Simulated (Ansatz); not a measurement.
Run on S (fcc type): DFT, PBE, all-electron LAPW, scalar-relativistic (Ansatz 0.2.0). This run: fcc relaxed under pressure.

The cell comes from a relaxation on PAW files under the same functional, begun from a prototype that needn't be the stable phase.

Command: `ansatz run input.yaml --threads 1 --pin off --max-ram 3584MiB --backend cpu --events-out ev --progress --plain --runs-dir out` It took 7.9 s on 1 thread of Intel(R) Xeon(R) Platinum 8559C (Emerald Rapids) (shared host), peak memory 0.31 GiB.

```yaml
crystal:
  lattice:
    - [0.0, 1.8444615502, 1.8444615502]
    - [1.8444615502, 0.0, 1.8444615502]
    - [1.8444615502, 1.8444615502, 0.0]
  atoms:
    - { symbol: S, position: [0.0, 0.0, 0.0] }
kpoints:
  mp_grid: { grid: [17, 17, 17] }
scf:
  occupations: { method: fermi_dirac, width: 0.1 }
hamiltonian:
  xc: pbe
  pseudopotentials: { kind: all_electron, lapw: { basis_error: 0.0005 } }
output:
  forces: true
  stress: true
  eigenvalues: true
relax:
  f_tol: 0.005
  max_steps: 12
  cell: { p_target: 30.0, stress_tol: 0.03 }
```

Output:

```
The last accepted step is kept in <dir> (removed where the run ends without a failure and the disk answers)
LAPW: plane waves up to 7.317 Å⁻¹, error target 5.0e-4 eV per atom; small_component_spin mean_spin; S in spheres of 1.265 Å, 14 of its electrons in bands, Dirac shells [] (how accurate: hamiltonian.pseudopotentials.lapw.basis_error, Limitations)
Engine: ansatz 0.2.0
Pseudopotentials: kind: all_electron
Pseudopotential: S, LAPW, valence charge 14, lapw/all_electron/scalar/gaussian/S, Koelling and Harmon's equation, gaussian nucleus
Functional definition: PBE
  parameter kappa = 0.804
  parameter beta = 0.06672455060314922
  exchange = pbe_x(kappa = kappa, mu = beta*pi^2/3)
  correlation = pbe_c(beta = beta)
Crystal: 1 atoms, lattice volume = 12.550 Å³
Basis set: ecut = 203.96832505181985 eV, 65 PW (Γ), exchange–correlation at level 2
Bands: 11, of which v1, the nominal top of the filled ones, is band 7 counted from 1 (6 counted from 0)
Symmetry: 48 space group operations
Space group: Fm-3m (ITA 225), of the structure as read, at distance tolerance 2.3e-5 Å
k-points: 165 of 4913
Non-local potential: S, projectors of the file, none
Initial density: superposition of atomic densities (chi_scale 0.1, normalization cell)
Initial wavefunctions: plane waves of lowest kinetic energy (no species holds an atomic orbital)
Functional: x = pbe(κ = 0.804, μ = 0.2195149727645171), c = pbe(β = 0.06672455060314922)
iter 1 solved again at ethr=1.27e-5 eV; its pass at ethr=1.00e-1 eV (dr2=1.77e-3 eV) is discarded
SCF iter   1: F=—  HF=-10861.148438 eV  |F-HF|=—  |Δ(HF+E_count)|=         —  Δρ=5.58e-3  dr2=1.79e-3  ethr=1.27e-5  ⟨swp⟩=3.6  Hψ=14040  notcnv=0
preconditioner: auto → none  [metal: Δε(μ)=0.063 eV  Ē_g=16.798 eV  σ=0.100 eV  W_gap=0.15  n_scr=0 (ndim 8)  ℏωp=25.7 eV  f_vac=0.000  D(μ)=0.56/eV (n_scr^D=0)]
SCF iter   2: F=—  HF=-10861.148375 eV  |F-HF|=—  |Δ(HF+E_count)|=   6.34e-5  Δρ=2.90e-3  dr2=5.20e-4  ethr=1.27e-5  ⟨swp⟩=2.0  Hψ=5152  notcnv=0
iter 3 solved again at ethr=1.09e-7 eV; its pass at ethr=3.71e-6 eV (dr2=1.53e-5 eV) is discarded
SCF iter   3: F=—  HF=-10861.148732 eV  |F-HF|=—  |Δ(HF+E_count)|=   3.57e-4  Δρ=4.86e-4  dr2=1.52e-5  ethr=1.09e-7  ⟨swp⟩=2.0  Hψ=8847  notcnv=0
SCF iter   4: F=-10861.148749 eV  HF=-10861.148749 eV  |F-HF|=5.34e-8  |Δ(HF+E_count)|=   1.62e-5  Δρ=2.71e-5  dr2=3.80e-8  ethr=1.09e-7  ⟨swp⟩=2.5  Hψ=5307  notcnv=0
SCF 1 converged in 4 iterations: F = -10861.148749 eV  dr2 = 3.80e-8
relax step   1: F+E_penalty+E_count = -10861.14874860 eV  Δ(F+E_penalty+E_count) = +0.000e0 eV  max|allowed force component| = 0.000e0 eV/Å  Δτ_max = 0.0000 Å  P = +30.111 GPa  Ω = 12.550 Å³  (4 SCF iters, accepted)
Crystal: 1 atoms, lattice volume = 12.556 Å³
Basis set: ecut = 203.90177272619863 eV, 65 PW (Γ), exchange–correlation at level 2
Initial density: handed on by an earlier stage of this run
Initial wavefunctions: those handed on with the density
iter 1 solved again at ethr=1.76e-10 eV; its pass at ethr=1.00e-1 eV (dr2=2.46e-8 eV) is discarded
SCF iter   1: F=—  HF=-10861.149901 eV  |F-HF|=—  |Δ(HF+E_count)|=         —  Δρ=2.26e-5  dr2=2.21e-8  ethr=1.76e-10  ⟨swp⟩=5.5  Hψ=10859  notcnv=0
preconditioner: auto → none  [metal: Δε(μ)=0.060 eV  Ē_g=16.798 eV  σ=0.100 eV  W_gap=0.15  n_scr=0 (ndim 8)  ℏωp=25.7 eV  f_vac=0.000  D(μ)=0.56/eV (n_scr^D=0)]
SCF iter   2: F=-10861.149902 eV  HF=-10861.149902 eV  |F-HF|=1.18e-8  |Δ(HF+E_count)|=   1.84e-7  Δρ=1.19e-5  dr2=6.21e-9  ethr=1.58e-10  ⟨swp⟩=2.1  Hψ=5166  notcnv=0
SCF 2 converged in 2 iterations: F = -10861.149902 eV  dr2 = 6.21e-9
relax step   2: F+E_penalty+E_count = -10861.14990165 eV  Δ(F+E_penalty+E_count) = -1.153e-3 eV  max|allowed force component| = 0.000e0 eV/Å  Δτ_max = 0.0000 Å  P = +30.018 GPa  Ω = 12.556 Å³  (2 SCF iters, accepted)
iter 1 solved again at ethr=4.44e-11 eV; its pass at ethr=1.00e-1 eV (dr2=6.22e-9 eV) is discarded
SCF iter   1: F=—  HF=-10861.149901 eV  |F-HF|=—  |Δ(HF+E_count)|=         —  Δρ=1.20e-5  dr2=6.22e-9  ethr=4.44e-11  ⟨swp⟩=3.0  Hψ=9243  notcnv=0
SCF iter   2: F=-10861.149902 eV  HF=-10861.149902 eV  |F-HF|=2.55e-9  |Δ(HF+E_count)|=   1.56e-7  Δρ=6.34e-6  dr2=1.76e-9  ethr=4.44e-11  ⟨swp⟩=2.3  Hψ=5208  notcnv=0
SCF 3 converged in 2 iterations: F = -10861.149902 eV  dr2 = 1.76e-9
relax step   3: F+E_penalty+E_count = -10861.14990164 eV  Δ(F+E_penalty+E_count) = +1.129e-8 eV  max|allowed force component| = 0.000e0 eV/Å  Δτ_max = 0.0000 Å  P = +30.018 GPa  Ω = 12.556 Å³  stress off target by 1.78e-2 GPa  SCF on the basis re-selected at this cell (its energy is not comparable with the rows above)  (2 SCF iters)
basis re-selected at this cell: Δ(F+E_penalty+E_count) = +1.129e-8 eV, ΔP = -0.000 GPa vs the last step (what re-selecting the basis moved, after the strain that the cell walked since its last selection, with what the two solves' SCF thresholds leave and, on support functions, any second-order correction that the steps lacked; it is no measure of the basis error at this ecutwfc). This SCF's stress stands 1.78e-2 GPa from its target on what of the cell is left free (relax.cell.stress_tol is 3.00e-2 GPa) and its largest allowed force component is 0.00e0 eV/Å (relax.f_tol is 5.00e-3 eV/Å): within both
SCF converged after 2 iterations
Free energy (F): -10861.149902 eV
Harris-Foulkes:  -10861.149902 eV  (|F-HF|=2.55e-9)
Internal energy: -10861.131185 eV  (E = F + TS)
E sigma→0 (E₀):  -10861.140543 eV
Entropy (-TS):   -0.018717 eV (-18.717 meV/atom)
Fermi energy:    14.507011 eV
--- Per-component energies (eV) ---
  E_band       = -1166.401651
  E_kinetic    = 10914.924483
  E_xc         = -698.687829
  E_electrostatic = -21077.367838  (all electrons and nuclei)
  E_smearing   = -0.018717  (= −TS)
  E_closure    = 0.000000  (closes the sum)
  E_atoms      = -10858.582441  (free atoms, spherical and without spin; not in F)
  Σ components = -10861.149902   (vs F -10861.149902, Δ=0.00e0)
  Basis errors (estimates in eV, not in F): energy 1.7e-4 per atom: plane waves 1.7e-4 (1.2e-4 summed), levels above the bands 4.6e-63, relativity 2.1e-8, radial functions 1.2e-6, core shells 3.6e-17; eigenvalues (radial functions only) 2.1e-5; not estimated: angular momenta, meshes, grids; target (lapw.basis_error) 5.0e-4; muffin-tin radii S 1.265 Å
--- Forces (eV/Å), atoms counted from 1 ---
  atom   1  S      0.00000000    -0.00000000     0.00000000
  max |Σ_I F_I| component: 3.29e-32 eV/Å
--- Stress (GPa, compression-positive) ---
       30.017776       0.000000      -0.000000
        0.000000      30.017776      -0.000000
       -0.000000      -0.000000      30.017776
  P = ⅓ Tr σ = 30.0178 GPa (300.178 kbar)
--- Band table (eV; the first three rows and the last of 165) ---
  k-point 0: bands = ["-192.5486", "-137.3463", "-137.3463", "-137.3463", "-4.8682", "19.1485", "19.1485", "19.1485", "26.3122", "26.3122", "26.3122"]
  k-point 1: bands = ["-192.5486", "-137.3463", "-137.3463", "-137.3463", "-4.7657", "18.4755", "19.0424", "19.0424", "26.2752", "26.5134", "26.5134"]
  k-point 2: bands = ["-192.5486", "-137.3464", "-137.3463", "-137.3463", "-4.4590", "16.8084", "18.7695", "18.7695", "26.0974", "27.0026", "27.0026"]
  k-point 164: bands = ["-192.5485", "-137.3468", "-137.3467", "-137.3466", "3.7471", "8.2033", "8.7967", "10.9801", "25.3315", "27.5855", "28.9151"]
--- Relaxed structure (2 steps of the walk, 2 accepted, 1 SCFs on fresh bases) ---
  F+E_penalty+E_count = -10861.14990164 eV   max|allowed force component| = 0.000e0 eV/Å   (the final SCF, on the basis selected at the relaxed cell)
  cell:  # Å, volume = 12.5560 Å³
    - [-8.916901057567283e-35, 1.844762536280697, 1.844762536280697]
    - [1.844762536280697, -1.8470723619246515e-34, 1.844762536280697]
    - [1.844762536280697, 1.844762536280697, -7.006136545231436e-35]
  atoms:
    - { symbol: S, position: [0.0, 0.0, 0.0] }
```

Next run (bcc relaxed under pressure), as changes to the input before:

```diff
   lattice:
-    - [0.0, 1.8444615502, 1.8444615502]
-    - [1.8444615502, 0.0, 1.8444615502]
-    - [1.8444615502, 1.8444615502, 0.0]
+    - [-1.4657827337, 1.4657827337, 1.4657827337]
+    - [1.4657827337, -1.4657827337, 1.4657827337]
+    - [1.4657827337, 1.4657827337, -1.4657827337]
   atoms:
 kpoints:
-  mp_grid: { grid: [17, 17, 17] }
+  mp_grid: { grid: [18, 18, 18] }
 scf:
```

Results part of the output:

```
basis re-selected at this cell: Δ(F+E_penalty+E_count) = -4.216e-9 eV, ΔP = -0.000 GPa vs the last step (what re-selecting the basis moved, after the strain that the cell walked since its last selection, with what the two solves' SCF thresholds leave and, on support functions, any second-order correction that the steps lacked; it is no measure of the basis error at this ecutwfc). This SCF's stress stands 1.38e-2 GPa from its target on what of the cell is left free (relax.cell.stress_tol is 3.00e-2 GPa) and its largest allowed force component is 0.00e0 eV/Å (relax.f_tol is 5.00e-3 eV/Å): within both
SCF converged after 2 iterations
Free energy (F): -10861.334737 eV
Harris-Foulkes:  -10861.334737 eV  (|F-HF|=3.53e-9)
Internal energy: -10861.318170 eV  (E = F + TS)
E sigma→0 (E₀):  -10861.326454 eV
Entropy (-TS):   -0.016567 eV (-16.567 meV/atom)
Fermi energy:    14.620451 eV
--- Per-component energies (eV) ---
  E_band       = -1166.767571
  E_kinetic    = 10915.142934
  E_xc         = -698.760754
  E_electrostatic = -21077.700351  (all electrons and nuclei)
  E_smearing   = -0.016567  (= −TS)
  E_closure    = 0.000000  (closes the sum)
  E_atoms      = -10858.582441  (free atoms, spherical and without spin; not in F)
  Σ components = -10861.334737   (vs F -10861.334737, Δ=0.00e0)
  Basis errors (estimates in eV, not in F): energy 2.9e-4 per atom: plane waves 2.9e-4 (1.5e-4 summed), levels above the bands 1.6e-57, relativity 3.9e-8, radial functions 3.5e-6, core shells 8.0e-17; eigenvalues (radial functions only) 1.4e-5; not estimated: angular momenta, meshes, grids; target (lapw.basis_error) 5.0e-4; muffin-tin radii S 1.232 Å
--- Forces (eV/Å), atoms counted from 1 ---
  atom   1  S     -0.00000000    -0.00000000     0.00000000
  max |Σ_I F_I| component: 1.36e-31 eV/Å
--- Stress (GPa, compression-positive) ---
       30.013794       0.000000      -0.000000
        0.000000      30.013794       0.000000
       -0.000000       0.000000      30.013794
  P = ⅓ Tr σ = 30.0138 GPa (300.138 kbar)
--- Band table (eV; the first three rows and the last of 195) ---
  k-point 0: bands = ["-192.5412", "-137.3373", "-137.3373", "-137.3373", "-4.8722", "19.0966", "19.0966", "19.0966", "26.5794", "26.5794", "26.5794"]
  k-point 1: bands = ["-192.5412", "-137.3373", "-137.3373", "-137.3373", "-4.7757", "18.5775", "18.8460", "19.0556", "26.3375", "26.6254", "26.9933"]
  k-point 2: bands = ["-192.5411", "-137.3374", "-137.3373", "-137.3373", "-4.4870", "17.2248", "18.2300", "18.9368", "25.7221", "26.4342", "28.0958"]
  k-point 194: bands = ["-192.5409", "-137.3380", "-137.3380", "-137.3380", "6.2152", "10.0660", "10.0660", "10.0660", "17.0741", "17.0741", "37.5127"]
--- Relaxed structure (2 steps of the walk, 2 accepted, 1 SCFs on fresh bases) ---
  F+E_penalty+E_count = -10861.33473744 eV   max|allowed force component| = 0.000e0 eV/Å   (the final SCF, on the basis selected at the relaxed cell)
  cell:  # Å, volume = 12.6030 Å³
    - [-1.4660133702638267, 1.4660133702638267, 1.4660133702638267]
    - [1.4660133702638267, -1.4660133702638267, 1.4660133702638267]
    - [1.4660133702638267, 1.4660133702638267, -1.4660133702638267]
  atoms:
    - { symbol: S, position: [0.0, 0.0, 0.0] }
```

Next run (hcp relaxed under pressure), as changes to the input before:

```diff
   lattice:
-    - [-1.4657827337, 1.4657827337, 1.4657827337]
-    - [1.4657827337, -1.4657827337, 1.4657827337]
-    - [1.4657827337, 1.4657827337, -1.4657827337]
+    - [2.98094642, 0.0, 0.0]
+    - [-1.49047321, 2.5815753271, 0.0]
+    - [0.0, 0.0, 3.4055557492]
   atoms:
-    - { symbol: S, position: [0.0, 0.0, 0.0] }
+    - { symbol: S, position: [0.3333333333, 0.6666666667, 0.25] }
+    - { symbol: S, position: [0.6666666667, 0.3333333333, 0.75] }
 kpoints:
-  mp_grid: { grid: [18, 18, 18] }
+  mp_grid: { grid: [16, 16, 9] }
 scf:
```

Results part of the output:

```
basis re-selected at this cell: Δ(F+E_penalty+E_count) = +4.080e-7 eV, ΔP = -0.000 GPa vs the last step (what re-selecting the basis moved, after the strain that the cell walked since its last selection, with what the two solves' SCF thresholds leave and, on support functions, any second-order correction that the steps lacked; it is no measure of the basis error at this ecutwfc). This SCF's stress stands 2.69e-2 GPa from its target on what of the cell is left free (relax.cell.stress_tol is 3.00e-2 GPa) and its largest allowed force component is 1.85e-17 eV/Å (relax.f_tol is 5.00e-3 eV/Å): within both
SCF converged after 2 iterations
Free energy (F): -21723.101974 eV
Harris-Foulkes:  -21723.101974 eV  (|F-HF|=2.10e-9)
Internal energy: -21723.071333 eV  (E = F + TS)
E sigma→0 (E₀):  -21723.086653 eV
Entropy (-TS):   -0.030641 eV (-15.321 meV/atom)
Fermi energy:    14.113611 eV
--- Per-component energies (eV) ---
  E_band       = -2353.946755
  E_kinetic    = 21831.332188
  E_xc         = -1397.807731
  E_electrostatic = -42156.595790  (all electrons and nuclei)
  E_smearing   = -0.030641  (= −TS)
  E_closure    = 0.000000  (closes the sum)
  E_atoms      = -21717.164882  (free atoms, spherical and without spin; not in F)
  Σ components = -21723.101974   (vs F -21723.101974, Δ=0.00e0)
  Basis errors (estimates in eV, not in F): energy 3.3e-4 per atom: plane waves 3.1e-4 (1.7e-4 summed), levels above the bands 2.7e-34, relativity 3.7e-8, radial functions 2.0e-5, core shells 1.7e-11; eigenvalues (radial functions only) 8.4e-7; not estimated: angular momenta, meshes, grids; target (lapw.basis_error) 5.0e-4; muffin-tin radii S 1.174 Å
--- Forces (eV/Å), atoms counted from 1 ---
  atom   1  S      0.00000000    -0.00000000     0.00000000
  atom   2  S      0.00000000     0.00000000    -0.00000000
  max |Σ_I F_I| component: 3.47e-18 eV/Å
--- Stress (GPa, compression-positive) ---
       30.007604       0.000000       0.000000
        0.000000      30.007604      -0.000000
        0.000000      -0.000000      30.026889
  P = ⅓ Tr σ = 30.0140 GPa (300.140 kbar)
--- Band table (eV; the first three rows and the last of 150) ---
  k-point 0: bands = ["-193.2156", "-193.2152", "-138.0621", "-138.0604", "-137.9843", "-137.9843", "-137.9835", "-137.9835", "-5.5010", "5.0301", "6.1862", "11.7465", "11.7465", "15.5016", "15.5016", "17.8003", "19.6548", "24.2802"]
  k-point 1: bands = ["-193.2156", "-193.2152", "-138.0621", "-138.0604", "-137.9843", "-137.9843", "-137.9835", "-137.9835", "-5.3560", "3.3574", "7.9556", "11.8614", "11.8614", "15.4654", "15.4654", "18.0807", "19.3145", "23.2771"]
  k-point 2: bands = ["-193.2155", "-193.2152", "-138.0619", "-138.0606", "-137.9842", "-137.9842", "-137.9836", "-137.9836", "-4.9217", "1.3881", "10.1731", "12.2000", "12.2000", "15.2958", "15.2958", "18.4119", "18.9473", "22.0148"]
  k-point 149: bands = ["-193.2154", "-193.2154", "-138.0613", "-138.0612", "-137.9840", "-137.9839", "-137.9839", "-137.9839", "0.8110", "1.0744", "5.1737", "5.4275", "7.6415", "8.8984", "18.7215", "18.9195", "25.1379", "26.1957"]
--- Relaxed structure (2 steps of the walk, 2 accepted, 1 SCFs on fresh bases) ---
  F+E_penalty+E_count = -21723.10197383 eV   max|allowed force component| = 1.850e-17 eV/Å   (the final SCF, on the basis selected at the relaxed cell)
  cell:  # Å, volume = 26.2215 Å³
    - [2.9817763155746664, 2.0616473999078383e-33, 0.0]
    - [-1.4908881577873332, 2.5822940376904264, 5.579496943644762e-35]
    - [7.360346101400822e-35, 7.360346101400822e-35, 3.4054631330928204]
  atoms:
    - { symbol: S, position: [0.33333333333333326, 0.6666666666666665, 0.24999999999999997] }
    - { symbol: S, position: [0.6666666666666666, 0.33333333333333326, 0.75] }
```

Next run (simple hexagonal relaxed under pressure), as changes to the input before:

```diff
   lattice:
-    - [2.98094642, 0.0, 0.0]
-    - [-1.49047321, 2.5815753271, 0.0]
-    - [0.0, 0.0, 3.4055557492]
+    - [2.6433444833, 0.0, 0.0]
+    - [-1.3216722417, 2.2892034735, 0.0]
+    - [0.0, 0.0, 2.2285425605]
   atoms:
-    - { symbol: S, position: [0.3333333333, 0.6666666667, 0.25] }
-    - { symbol: S, position: [0.6666666667, 0.3333333333, 0.75] }
+    - { symbol: S, position: [0.0, 0.0, 0.0] }
 kpoints:
-  mp_grid: { grid: [16, 16, 9] }
+  mp_grid: { grid: [17, 17, 16] }
 scf:
```

Command: `ansatz run input.yaml --threads 1 --pin off --max-ram 3584MiB --backend cpu --events-out ev --progress --plain --runs-dir out` It took 12 s on 1 thread of Intel(R) Xeon(R) Platinum 8559C (Emerald Rapids), on a shared host, peak memory 0.38 GiB.

Results part of the output:

```
basis re-selected at this cell: Δ(F+E_penalty+E_count) = -9.175e-9 eV, ΔP = -0.000 GPa vs the last step (what re-selecting the basis moved, after the strain that the cell walked since its last selection, with what the two solves' SCF thresholds leave and, on support functions, any second-order correction that the steps lacked; it is no measure of the basis error at this ecutwfc). This SCF's stress stands 1.92e-2 GPa from its target on what of the cell is left free (relax.cell.stress_tol is 3.00e-2 GPa) and its largest allowed force component is 0.00e0 eV/Å (relax.f_tol is 5.00e-3 eV/Å): within both
SCF converged after 2 iterations
Free energy (F): -10861.572801 eV
Harris-Foulkes:  -10861.572801 eV  (|F-HF|=7.55e-10)
Internal energy: -10861.555070 eV  (E = F + TS)
E sigma→0 (E₀):  -10861.563935 eV
Entropy (-TS):   -0.017731 eV (-17.731 meV/atom)
Fermi energy:    13.407339 eV
--- Per-component energies (eV) ---
  E_band       = -1183.572216
  E_kinetic    = 10915.929215
  E_xc         = -698.782260
  E_electrostatic = -21078.702024  (all electrons and nuclei)
  E_smearing   = -0.017731  (= −TS)
  E_closure    = 0.000000  (closes the sum)
  E_atoms      = -10858.582441  (free atoms, spherical and without spin; not in F)
  Σ components = -10861.572801   (vs F -10861.572801, Δ=0.00e0)
  Basis errors (estimates in eV, not in F): energy 3.2e-4 per atom: plane waves 3.0e-4 (1.6e-4 summed), levels above the bands 9.0e-63, relativity 1.1e-8, radial functions 1.9e-5, core shells 1.2e-11; eigenvalues (radial functions only) 2.5e-6; not estimated: angular momenta, meshes, grids; target (lapw.basis_error) 5.0e-4; muffin-tin radii S 1.081 Å
--- Forces (eV/Å), atoms counted from 1 ---
  atom   1  S      0.00000000    -0.00000000     0.00000000
  max |Σ_I F_I| component: 1.31e-31 eV/Å
--- Stress (GPa, compression-positive) ---
       30.004718       0.000000      -0.000000
        0.000000      30.004718       0.000000
       -0.000000       0.000000      29.980756
  P = ⅓ Tr σ = 29.9967 GPa (299.967 kbar)
--- Band table (eV; the first three rows and the last of 297) ---
  k-point 0: bands = ["-193.6828", "-138.5220", "-138.4504", "-138.4504", "-5.7678", "15.2293", "15.2293", "18.8501", "20.2436", "24.1538", "24.1538"]
  k-point 1: bands = ["-193.6828", "-138.5222", "-138.4503", "-138.4503", "-5.6609", "15.3092", "15.3092", "17.1069", "21.5807", "24.2433", "24.2433"]
  k-point 2: bands = ["-193.6827", "-138.5227", "-138.4503", "-138.4503", "-5.3413", "14.6631", "15.5460", "15.5460", "22.9373", "24.5077", "24.5077"]
  k-point 296: bands = ["-193.6821", "-138.5266", "-138.4504", "-138.4503", "4.9031", "6.4219", "9.5980", "10.5634", "16.8286", "17.8727", "30.4026"]
--- Relaxed structure (2 steps of the walk, 2 accepted, 1 SCFs on fresh bases) ---
  F+E_penalty+E_count = -10861.57280095 eV   max|allowed force component| = 0.000e0 eV/Å   (the final SCF, on the basis selected at the relaxed cell)
  cell:  # Å, volume = 13.4925 Å³
    - [2.643950439033727, 2.8874118328313965e-11, 0.0]
    - [-1.3219752195418693, 2.28972824653579, 0.0]
    - [0.0, 0.0, 2.2287135749044866]
  atoms:
    - { symbol: S, position: [0.0, 0.0, 0.0] }
```
